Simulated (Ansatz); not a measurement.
Crystal: PbS.

```
CELL_PARAMETERS angstrom
3.65366 0.00000 0.00000
0.00000 3.65366 0.00000
0.00000 0.00000 3.65366
ATOMIC_POSITIONS crystal
Pb 0.00000 0.00000 0.00000
S 0.50000 0.50000 0.50000
```

Measurements of this composition are mostly on another form, of space group No. 225.

```yaml
Program: Ansatz 0.2.0
Task: relaxation of cell and atoms
Functional: PBE
Dispersion: D3(BJ)
Potentials_or_basis: Ansatz PAW
Cutoff: "420 eV (not typed: the program's choice for these potentials)"
k_mesh: 7 × 7 × 7
Occupations: fermi-dirac, width 0.05 eV
Spin: no spin polarisation
```

At the start: volume 24.39 Å³/atom.

Where does the relaxation end?

It ends after 4 steps and the volume is 23.27 Å³/atom (-4.6 %); space group Pm-3m (No. 221, to 0.05 Å).

The path:
```csv
step,energy change (eV),largest force (eV/Å),volume (Å³)
1,0.0000,0.0000,48.77
2,-0.0173,0.0000,46.15
3,-0.0178,0.0000,46.54
4,-0.0176,0.0000,46.54
```

Final structure:
```
CELL_PARAMETERS angstrom
3.59692 0.00000 0.00000
0.00000 3.59692 0.00000
0.00000 0.00000 3.59692
ATOMIC_POSITIONS crystal
Pb 0.00000 0.00000 0.00000
S 0.50000 0.50000 0.50000
```

Caveat: the plane-wave basis is chosen anew once the cell has moved, so the energies of steps on either side of that aren't comparable; pairwise dispersion overbinds metals, which lowers pressure and volume.
